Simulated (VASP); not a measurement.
Write the native input for VASP 6.6.1 that does the following.

| Property | Result |
| --- | --- |
| Task | single point |
| Functional | PBEsol |
| Potentials or basis | VASP PAW PBE potentials, release 64 (B, N) |
| Cutoff | 520 eV |
| k mesh | 12 × 12 × 4 |
| Occupations | gaussian, width 0.05 eV |
| Spin | no spin polarisation |
| Dipole correction | no |
| Further INCAR settings | ALGO = Fast; EDIFF = 1e-06; NBANDS = 16 |

The structure of BN lies in POSCAR:

```
BN
1.0
    2.5043488457      0.0000000000      0.0000000000
   -1.2521744229      2.1688297203      0.0000000000
    0.0000000000      0.0000000000      7.0190956742
B N
2 2
Direct
    0.3333333333      0.6666666667      0.2500000000
    0.6666666667      0.3333333333      0.7500000000
    0.3333333333      0.6666666667      0.7500000000
    0.6666666667      0.3333333333      0.2500000000
```

These files were run (other wordings do the same):

INCAR

```
SYSTEM = BN
  PREC = Accurate
  ENCUT = 520
  EDIFF = 1E-6
  ISMEAR = 0
  SIGMA = 0.05
  LREAL = .False.
  LASPH = .True.
  NELM = 100
  ALGO = Fast
  ISIF = 2
  LWAVE = .False.
  LCHARG = .False.
  GGA = PS
  NBANDS = 16
```

KPOINTS

```
regular mesh
0
Gamma
  12 12 4
  0 0 0
```

Potentials or basis: VASP PAW PBE potentials, release 64 (B, N).

The run is started by

```bash
$ cat potpaw_PBE.64/B/POTCAR potpaw_PBE.64/N/POTCAR > POTCAR
$ mpirun -np 1 vasp_std > vasp.out
```

Results of the run:

```yaml
Pressure: 0.3 GPa
Band_gap_on_the_k_mesh: 4.26 eV, indirect (least direct gap 4.60 eV)
```

Caveat: the PAW data sets were made with another functional, which shifts forces and pressure a little; this functional lacks dispersion, which binds the layers, so the pressure and a relaxed spacing across them are unreliable.

It took 23 s on 1 thread of Intel(R) Xeon(R) Platinum 8488C (Sapphire Rapids), with other jobs on the host, peak memory 0.16 GiB.
